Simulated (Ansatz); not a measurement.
# Fields on a plane of ZnTe (zinc blende)

```yaml
crystal:
  lattice:
    - [0.00000, 3.03291, 3.03291]
    - [3.03291, 0.00000, 3.03291]
    - [3.03291, 3.03291, 0.00000]
  atoms:
    - { symbol: Te, position: [0.75000, 0.75000, 0.75000] }
    - { symbol: Zn, position: [0.00000, 0.00000, 0.00000] }
```

The slice is a {100} plane (indices of the conventional cell) through the point (0.750, 0.750, 0.750) (fractional), spanned by u = [100] and v = [0 1 -1] in vectors of this cell: u (4.29 Å) and v (4.29 Å, at 90° to u). It covers one period; positions are fractions (u, v).

Atoms on it: Te at (0.00, 0.00).

Computed with PBEsol (plane waves to 420 eV, PAW, scalar-relativistic; Ansatz, a program for electronic structure). k mesh 9×9×9. These are valence fields of a PAW run, semicore shells included where kept as valence: close to a nucleus they are smooth pseudo fields. Spin-orbit coupling is left out, though Te is heavy. The PAW data are Ansatz's earlier set. ZnTe was relaxed with its symmetry unable to fall.

```
|@@%#++=--:::--=++#%@|
|%%#*+==--:::--==+*#%|
|##*++=--:::::--=++*#|
|*+++==-:::::::-==+++|
|++===-:::...:::-===+|
|===--::.......::--==|
|----::...   ...::---|
|---:::..     ..:::--|
|-::::..       ..::::|
|:::::..       ..::::|
|-::::..       ..::::|
|---:::..     ..:::--|
|----::...   ...::---|
|===--::.......::--==|
|++===-:::...:::-===+|
|*+++==-:::::::-==+++|
|##*++=--:::::--=++*#|
|%%#*+==--:::--==+*#%|
|@@%#++=--:::--=++#%@|
|@@%#*+=---:---=+*#%@|
```
Scale: ten equal steps from -1.99 (start of ' ') to 1.28 (end of '@'), in the order ' .:-=+*#%@'. Values: log₁₀ of the valence density in e/Å³. The map has 20 points along u (one character each, u = 0 at the left) and 20 along v (v = 0 in the bottom row). The scale is logarithmic, as a density can span decades between atoms and voids.

```
|xxxxx02677777620xxxx|
|xxxxx03678887630xxxx|
|xxxx0157888887510xxx|
|xxx004688898886400xx|
|00014688999998864100|
|22356889999999886532|
|56678899999999988766|
|77788999999999998877|
|77888999999999998887|
|77889999999999999887|
|77888999999999998887|
|77788999999999998877|
|56678899999999988766|
|22356889999999886532|
|00014688999998864100|
|xxx004688898886400xx|
|xxxx0157888887510xxx|
|xxxxx03678887630xxxx|
|xxxxx02677777620xxxx|
|xxxxx02577777520xxxx|
```
Scale: ten equal steps from -1.00 (start of '0') to 7.22 (end of '9'), in the order '0123456789'. Values: electrostatic potential energy of an electron, from the cell's mean, in eV. The map has 20 points along u (one character each, u = 0 at the left) and 20 along v (v = 0 in the bottom row). Points within 1 Å of a nucleus are blanked (x), as the pseudised field means little there. Values under -1 eV are set to -1. The zero, the cell's mean, hangs on the PAW cores.
